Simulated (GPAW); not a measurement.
# Tl (Im-3m) in GPAW: equation of state

How stiff is Tl in PBE, and what volume does it want? The cell is scaled to several volumes.

Everything below comes from runs of GPAW 26.7.0. Logs are shortened: lines on timing, memory, paths and dates and some standing lists are left out, and cuts for length are marked. The log counts tension as positive stress, the text compression.

## (1) The structure

Symmetry: Im-3m, No. 229, cubic system. Conventional cell: a = 3.912 Å, b = 3.912 Å, c = 3.912 Å, α = 90.00°, β = 90.00°, γ = 90.00°. Around Tl (site symmetry m-3m) lie 8 Tl at 3.39 Å.

This isn't the form of Tl at room conditions, which is hcp.

## (2) Equation of state, PBE

The input, run.py:

```python
from ase.eos import EquationOfState
from ase.io import Trajectory, read
from ase.units import GPa
from gpaw import GPAW, PW

atoms = read('POSCAR')

traj = Trajectory('eos.traj', 'w')
volumes, energies = [], []
for x in [0.94, 0.96, 0.98, 1.0, 1.02, 1.04, 1.06]:
    a = atoms.copy()
    a.set_cell(atoms.cell * x**(1 / 3), scale_atoms=True)
    calc = GPAW(mode=PW(600),
                xc='PBE',
                kpts={'size': (10, 10, 10), 'gamma': True},
                occupations={'name': 'fermi-dirac', 'width': 0.05},
                nbands=14,
                convergence={'density': 1e-05, 'energy': 1e-05},
                maxiter=150,
                txt=f'eos-{x:.2f}.txt')
    a.calc = calc
    energies.append(a.get_potential_energy(force_consistent=True))
    volumes.append(a.get_volume())
    p = -a.get_stress()[:3].mean() / GPa
    calc.write(f'eos-{x:.2f}.gpw')
    traj.write(a)
    print(f'{x:.2f} {volumes[-1]:10.4f} A^3 {energies[-1]:14.6f} eV {p:9.3f} GPa', flush=True)

v0, e0, B = EquationOfState(volumes, energies, eos='birchmurnaghan').fit()
print(f'V0 = {v0:.4f} A^3, E0 = {e0:.6f} eV, B0 = {B / GPa:.2f} GPa')
```

The input, POSCAR:

```
Tl
1.0
   -1.9559951735      1.9559951735      1.9559951735
    1.9559951735     -1.9559951735      1.9559951735
    1.9559951735      1.9559951735     -1.9559951735
Tl
1
Direct
    0.0000000000      0.0000000000      0.0000000000
```

Potentials or basis: GPAW PAW data sets (gpaw-data 1.2.1), pw.

Run with:

```bash
OMP_NUM_THREADS=1 python run.py
```

What it wrote:

```text
__  _  _
 | _ |_)|_||  |
 |__||  | ||/\| - 26.7.0

Input parameters:
  mode=PW(ecut=600.0),
  convergence={'density': 1e-05, 'energy': 1e-05},
  kpts=MonkhorstPack(size=(10, 10, 10), gamma=True),
  maxiter=150,
  nbands=14,
  occupations=Occupations(name='fermi-dirac', width=0.05),
  xc=XC(name='PBE')

Diagonalizing LCAO Hamiltonian
Converting LCAO to pw mode

       Tl

Atoms  # Å, Bohr magnetons
|   | symbol |        x |        y |        z |    initial magnetic moments |
|---|--------|----------|----------|----------|-----------------------------|
| 0 |     Tl | 0.000000 | 0.000000 | 0.000000 | ( 0.0000,  0.0000,  0.0000) |

Unit cell  # Å
| periodic |         x |         y |         z |  lengths |     angles |
|----------|-----------|-----------|-----------|----------|------------|
|      yes | -1.916066 |  1.916066 |  1.916066 | 3.318723 | 109.471221 |
|      yes |  1.916066 | -1.916066 |  1.916066 | 3.318723 | 109.471221 |
|      yes |  1.916066 |  1.916066 | -1.916066 | 3.318723 | 109.471221 |

Number of symmetries: 48
Symmetry operations  # r_c * U_cc + t_c -> r_c
|    | kind |            matrix            |
|----|------|------------------------------|
|  0 |  σ   |  1, 1, 1,  0, 0,-1,  0,-1, 0 |
|  1 |  C4  |  1, 1, 1,  0, 0,-1, -1, 0, 0 |
|  2 |  C2  |  1, 1, 1,  0,-1, 0,  0, 0,-1 |
|  3 |  S6  |  1, 1, 1,  0,-1, 0, -1, 0, 0 |
|  4 |  S6  |  1, 1, 1, -1, 0, 0,  0, 0,-1 |
|  5 |  C4  |  1, 1, 1, -1, 0, 0,  0,-1, 0 |
|  6 |  E   |  1, 0, 0,  0, 1, 0,  0, 0, 1 |
|  7 |  σ   |  1, 0, 0,  0, 1, 0, -1,-1,-1 |
|  8 |  σ   |  1, 0, 0,  0, 0, 1,  0, 1, 0 |
|  9 |  C3  |  1, 0, 0,  0, 0, 1, -1,-1,-1 |
| 10 |  C3  |  1, 0, 0, -1,-1,-1,  0, 1, 0 |
| 11 |  σ   |  1, 0, 0, -1,-1,-1,  0, 0, 1 |
| 12 |  σ   |  0, 1, 0,  1, 0, 0,  0, 0, 1 |
| 13 |  C2  |  0, 1, 0,  1, 0, 0, -1,-1,-1 |
| 14 |  C3  |  0, 1, 0,  0, 0, 1,  1, 0, 0 |
| 15 |  S4  |  0, 1, 0,  0, 0, 1, -1,-1,-1 |
| 16 |  S4  |  0, 1, 0, -1,-1,-1,  1, 0, 0 |
| 17 |  C3  |  0, 1, 0, -1,-1,-1,  0, 0, 1 |
| 18 |  C3  |  0, 0, 1,  1, 0, 0,  0, 1, 0 |
| 19 |  S4  |  0, 0, 1,  1, 0, 0, -1,-1,-1 |
| 20 |  σ   |  0, 0, 1,  0, 1, 0,  1, 0, 0 |
| 21 |  C3  |  0, 0, 1,  0, 1, 0, -1,-1,-1 |
| 22 |  C2  |  0, 0, 1, -1,-1,-1,  1, 0, 0 |
| 23 |  S4  |  0, 0, 1, -1,-1,-1,  0, 1, 0 |
| 24 |  C4  |  0, 0,-1,  1, 1, 1,  0,-1, 0 |
| 25 |  σ   |  0, 0,-1,  1, 1, 1, -1, 0, 0 |
| 26 |  S6  |  0, 0,-1,  0,-1, 0,  1, 1, 1 |
| 27 |  C2  |  0, 0,-1,  0,-1, 0, -1, 0, 0 |
| 28 |  C4  |  0, 0,-1, -1, 0, 0,  1, 1, 1 |
| 29 |  S6  |  0, 0,-1, -1, 0, 0,  0,-1, 0 |
| 30 |  S6  |  0,-1, 0,  1, 1, 1,  0, 0,-1 |
| 31 |  C4  |  0,-1, 0,  1, 1, 1, -1, 0, 0 |
| 32 |  C4  |  0,-1, 0,  0, 0,-1,  1, 1, 1 |
| 33 |  S6  |  0,-1, 0,  0, 0,-1, -1, 0, 0 |
| 34 |  σ   |  0,-1, 0, -1, 0, 0,  1, 1, 1 |
| 35 |  C2  |  0,-1, 0, -1, 0, 0,  0, 0,-1 |
| 36 |  C2  | -1, 0, 0,  1, 1, 1,  0, 0,-1 |
| 37 |  S6  | -1, 0, 0,  1, 1, 1,  0,-1, 0 |
| 38 |  S6  | -1, 0, 0,  0, 0,-1,  1, 1, 1 |
| 39 |  C2  | -1, 0, 0,  0, 0,-1,  0,-1, 0 |
| 40 |  C2  | -1, 0, 0,  0,-1, 0,  1, 1, 1 |
| 41 |  i   | -1, 0, 0,  0,-1, 0,  0, 0,-1 |
| 42 |  S4  | -1,-1,-1,  1, 0, 0,  0, 1, 0 |
| 43 |  C3  | -1,-1,-1,  1, 0, 0,  0, 0, 1 |
| 44 |  C3  | -1,-1,-1,  0, 1, 0,  1, 0, 0 |
| 45 |  σ   | -1,-1,-1,  0, 1, 0,  0, 0, 1 |
| 46 |  S4  | -1,-1,-1,  0, 0, 1,  1, 0, 0 |
| 47 |  C2  | -1,-1,-1,  0, 0, 1,  0, 1, 0 |

BZ-sampling:
  Number of BZ points: 1000
  Number of IBZ points: 47

  Monkhorst-Pack size: [10, 10, 10]
  Monkhorst-Pack shift: [0.05, 0.05, 0.05]

K-points  # in reciprocal-cell coordinates
|     |                                coordinates |     weight |
|-----|--------------------------------------------|------------|
|   0 | (  0.00000000,   0.00000000,   0.00000000) | 0.00100000 |
|   1 | (  0.10000000,   0.00000000,   0.00000000) | 0.01200000 |
|   2 | (  0.10000000,   0.10000000,  -0.10000000) | 0.00600000 |
|   3 | (  0.20000000,   0.00000000,  -0.10000000) | 0.02400000 |
|   4 | (  0.20000000,   0.00000000,   0.00000000) | 0.01200000 |
|   5 | (  0.20000000,   0.10000000,  -0.10000000) | 0.02400000 |
|   6 | (  0.20000000,   0.20000000,  -0.20000000) | 0.00600000 |
|   7 | (  0.30000000,  -0.10000000,  -0.10000000) | 0.00800000 |
|   8 | (  0.30000000,   0.00000000,  -0.10000000) | 0.04800000 |
|   9 | (  0.30000000,   0.00000000,   0.00000000) | 0.01200000 |
| ... |                                            |            |
|  46 | (  0.50000000,   0.50000000,   0.50000000) | 0.00100000 |

Plane wave coefficients: 962
Cutoff: 600.0 eV

Spin-components: 1 (collinear spins)
Bands:           14
Projectors:      6
Spin-degeneracy: 2
Datatype:        complex128

Density:
  Valence electrons: 13.0
  Components: 1
  Grid points: [20 20 20]
  Charge: 0.0  # |e|

Potential:
  Grid points: [20 20 20]

species:
  Tl:
    name:    Thallium
    Z:       81.0
    valence: 13
    core:    68
    charge:  0.0  # [|e|]
    compensation charges:
      type: gauss
      rc: 0.38  # [Å]
      lmax: 2
    cutoffs:
      filter: 2.11  # [Å]
      core: 2.55  # [Å]
    projectors
    | kind |    occ | energy [eV] | rcut [Å] |
    |------|--------|-------------|----------|
    |   6s |  2.000 |      -9.493 |    1.212 |
    |   6p |  1.000 |      -2.379 |    1.270 |
    |   5d | 10.000 |     -15.517 |    1.191 |
    |    s |        |      17.718 |    1.212 |
    |    p |        |      24.832 |    1.270 |
    |    d |        |      11.695 |    1.191 |

    Using partial waves for Tl as LCAO basis

Reference energy: -550044.980272  # eV

eigensolver:
  PPCG
  Converge bands: occupied
  niter=2

density mixing:
  MSR1-Mixer
  Pratt-step length: 0.05
  Maximum mixing coefficient: 0.75
  Old densities: 10
  SVD Regularization: 0.005
  Good broyden scale: 1.0
  Trust region scale: 1.0
  Backstep threshold: 4.0
  History deletion threshold: 6.0
  Fourier metric: weight=20.0, sigma=0.015

occupation numbers:
  Fermi-Dirac:
    width: 0.0500  # eV

poisson solver:
  ecut: 4800.0  # eV

xc functional:
  name: PBE with 2 nearest neighbor stencil

convergence criteria:
- Maximum integral of absolute [dens]ity change: 1e-05 electrons / valence electron
- Maximum [total energy] change in last 3 cyles: 1e-05 eV / valence electron
- Maximum integral of absolute [eigenst]ate change: 4e-08 eV^2 / valence electron
maximum number of iterations: 150

SCF iterations
|iter     | |      energy | eigst |  dens |
|---------|-|-------------|-------|-------|
|iter:   1| |   -2.527698 | -0.44 |       |
|iter:   2| |   -2.521518 | -2.59 | -1.58 |
|iter:   3| |   -2.488151 | -2.37 | -1.61 |
|iter:   4| |   -2.488701 | -3.51 | -2.17 |
|iter:   5| |   -2.489083 | -4.07 | -2.50 |
|iter:   6| |   -2.489087 | -5.96 | -3.90 |
|iter:   7| |   -2.489088c| -6.66 | -4.24 |
|iter:   8| |   -2.489088c| -7.71c| -5.26c|

Converged in 8 steps
Energy contributions relative to reference atoms: (reference = -550044.980272)

Energy contributions:
  Kinetic:           5.696232
  Coulomb:          -5.054938
  Zero:              0.084282
  External:          0.000000
  Xc:               -3.213237
  Entropy:          -0.002852
  Spinorbit:         0.000000
  ----------------------------
  Free energy:      -2.490514
  Extrapolated:     -2.489088

dipole moment: (-7.935658, -7.935658, -7.935658)  # |e|*Ang

Fermi level: 7.364
Eigenvalues  # (at kpt = [0.000, 0.000, 0.000])
| band index |      eig [eV] | occ [0-2] |
|------------|---------------|-----------|
|          0 |        -4.247 |     2.000 |
|          1 |        -4.247 |     2.000 |
|          2 |        -4.247 |     2.000 |
|          3 |        -3.799 |     2.000 |
|          4 |        -3.799 |     2.000 |
|          5 |        -2.663 |     2.000 |
|          6 |        18.402 |     0.000 |
|          7 |        18.402 |     0.000 |
|          8 |        18.402 |     0.000 |
|          9 |        19.915 |     0.000 |
|         10 |        19.915 |     0.000 |
|         11 |        19.915 |     0.000 |
|         12 |        23.306 |     0.000 |
|         13 |        23.565 |     0.000 |

No gap
No difference between direct/indirect transitions

Stress tensor  # eV/Ang^3
|         x |         y |         z |
|-----------|-----------|-----------|
| -0.021722 | -0.000000 | -0.000000 |
| -0.000000 | -0.021722 | -0.000000 |
| -0.000000 | -0.000000 | -0.021722 |

# Writing to eos-0.94.gpw (mode='')
```

It took 37 s on 1 thread of Intel Xeon Platinum 8559C (Emerald Rapids), shared host; peak memory 0.22 GiB.

Results:

| Quantity | Value |
| --- | --- |
| Equilibrium volume | 30.99 Å³/atom |
| Bulk modulus | 28 GPa |
| Pressure derivative of the bulk modulus | 5.4 |

Energy against volume, from the lowest point:
```csv
volume (Å³/atom),energy (meV/atom)
28.138,28.02
28.737,16.71
29.335,8.61
29.934,3.34
30.533,0.56
31.131,0.00
31.730,1.39
```

The run has no spin-orbit coupling, so splittings on Tl are missing.
